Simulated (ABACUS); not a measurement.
MnS:

```
CELL_PARAMETERS angstrom
-2.60450 0.00000 2.60450
0.00000 2.60450 2.60450
-2.60450 2.60450 0.00000
ATOMIC_POSITIONS crystal
Mn 0.00000 0.00000 0.00000
S 0.50000 0.50000 0.50000
```

Below is the output of ABACUS 3.10.1 for this cell. Logs are shortened: lines on timing, memory, paths and dates and some standing lists are left out, and cuts for length are marked.

```text
ABACUS v3.10.1

               Atomic-orbital Based Ab-initio Computation at UStc

 ------------------------------------------------------------------------------------

 READING GENERAL INFORMATION
                           global_out_dir = OUT.MnS/
                           global_in_card = INPUT
                               pseudo_dir = ./
                              orbital_dir =
                                    DSIZE = 4
                                    GSIZE = 1

 READING UNITCELL INFORMATION
                                    ntype = 2
                  lattice constant (Bohr) = 9.84358
              lattice constant (Angstrom) = 5.209

 READING ATOM TYPE 1
                               atom label = Mn
                      L=0, number of zeta = 1
                      L=1, number of zeta = 1
                      L=2, number of zeta = 1
             number of atom for this type = 1
               magnetization of element 1 = 4

 READING ATOM TYPE 2
                               atom label = S
                      L=0, number of zeta = 1
                      L=1, number of zeta = 1
                      L=2, number of zeta = 1
             number of atom for this type = 1
               magnetization of element 2 = 0

                        TOTAL ATOM NUMBER = 2
DIRECT COORDINATES
    atom                   x                   y                   z     mag                  vx                  vy                  vz
taud_Mn1            0.0000000000        0.0000000000        0.0000000000  4.0000        0.0000000000        0.0000000000        0.0000000000
taud_S1            0.5000000000        0.5000000000        0.5000000000  0.0000        0.0000000000        0.0000000000        0.0000000000

                          Volume (Bohr^3) = 238.451
                             Volume (A^3) = 35.3348

 Lattice vectors: (Cartesian coordinate: in unit of a_0)
[... 245 lines left out ...]

          total magnetism (Bohr mag/cell) = 4.42395
       absolute magnetism (Bohr mag/cell) = 4.42395
                        nelec for spin up = 12.712
                      nelec for spin down = 8.28803
[... 161 lines left out ...]
 Density error is 1.84384420099e-09
                          Error Threshold = 2.29491701195e-10
----------------------------------------------------------
     Energy           Rydberg                 eV
----------------------------------------------------------
 E_KohnSham     -235.4688738315      -3203.7183857508
 E_KS(sigma->0) -235.4687004540      -3203.7160268295
 E_Harris       -235.4685130698      -3203.7134773361
 E_band         -21.8346247831       -297.0753107423
 E_one_elec     -132.8240890101      -1807.1644421959
 E_Hartree      74.1700102205        1009.1347597165
 E_xc           -35.3211661765       -480.5691200058
 E_Ewald        -141.4932821104      -1925.1148654229
 E_entropy(-TS) -0.0003467549        -0.0047178426
 E_descf        0.0000000000         0.0000000000
 E_exx          0.0000000000         0.0000000000
 E_Fermi        0.7678673922         10.4473718428
----------------------------------------------------------

 charge density convergence is achieved
 final etot is -3203.7183858 eV
 EFERMI = 10.447371843 eV

 STATE ENERGY(eV) AND OCCUPATIONS    NSPIN == 2
SPIN UP :
 1/5 kpoint (Cartesian) = 0.0000 0.0000 0.0000 (965 pws)
       1       -71.7021     0.00291545
       2       -40.4305     0.00291545
       3       -40.4305     0.00291545
       4       -40.4305     0.00291545
       5       -4.20349     0.00291545
       6        6.97722     0.00291545
[... 115 lines left out ...]
      22        23.8186        0.00000
      23        25.8192        0.00000

SPIN DOWN :
 1/5 kpoint (Cartesian) = 0.0000 0.0000 0.0000 (965 pws)
       1       -66.9098     0.00291545
       2       -35.7187     0.00291545
       3       -35.7187     0.00291545
       4       -35.7187     0.00291545
       5       -3.90970     0.00291545
       6        8.68772     0.00291545
[... 15 lines left out ...]
      22        24.4269        0.00000
      23        24.4269        0.00000

[... levels at 4 further k points ...]

------------------------------------------------------------------------------------------
 TOTAL-FORCE (eV/Angstrom)
------------------------------------------------------------------------------------------
                       Mn1         0.0000000000         0.0000000000         0.0000000000
                        S1         0.0000000000         0.0000000000         0.0000000000
------------------------------------------------------------------------------------------

----------------------------------------------------------------
 TOTAL-STRESS (KBAR)
----------------------------------------------------------------
        -2.2054590772        -0.0000000000        -0.0000000000
        -0.0000000000        -2.2054590772        -0.0000000000
         0.0000000000         0.0000000000        -2.2054590772
----------------------------------------------------------------
 TOTAL-PRESSURE: -2.205459 KBAR

 --------------------------------------------
 !FINAL_ETOT_IS -3203.7183857508453002 eV
 --------------------------------------------
```

Question: What input gives this log?

Answer: Single point with RPBE, collinear spin, ferromagnetic start. The files as run (others can give the same):

INPUT
```
INPUT_PARAMETERS
suffix              MnS
calculation         scf
basis_type          pw
pseudo_dir          ./
latname             fcc
symmetry            1
dft_functional      GGA_X_RPBE+GGA_C_PBE
ecutwfc             40
pseudo_rcut         10
nspin               2
nbands              23
ks_solver           dav
smearing_method     fd
smearing_sigma      0.00367493
scf_thr             1e-08
scf_nmax            100
mixing_type         broyden
mixing_beta         0.4
cal_force           1
cal_stress          1
ecutrho             320
out_chg             1
kpar                4
```

STRU
```
ATOMIC_SPECIES
Mn 54.9380 mn_pbe_v1.5.uspp.F.UPF
S 32.0600 s_pbe_v1.4.uspp.F.UPF

LATTICE_CONSTANT
9.8435833832

ATOMIC_POSITIONS
Direct

Mn
0.0
1
0.0000000000 0.0000000000 0.0000000000 1 1 1 mag 4

S
0.0
1
0.5000000000 0.5000000000 0.5000000000 1 1 1 mag 0
```

KPT
```
K_POINTS
0
Gamma
7 7 7 0 0 0
```

Potentials or basis: GBRV ultrasoft 1.5 PBE, plane waves.
Launch:
```sh
$ OMP_NUM_THREADS=1 mpirun -np 4 abacus > log
```

Caveat: a cell with one magnetic atom can't hold antiferromagnetic order, which such compounds often take; semilocal functionals often make such compounds metallic where correlation or magnetic order opens a gap, which also shifts bond lengths.
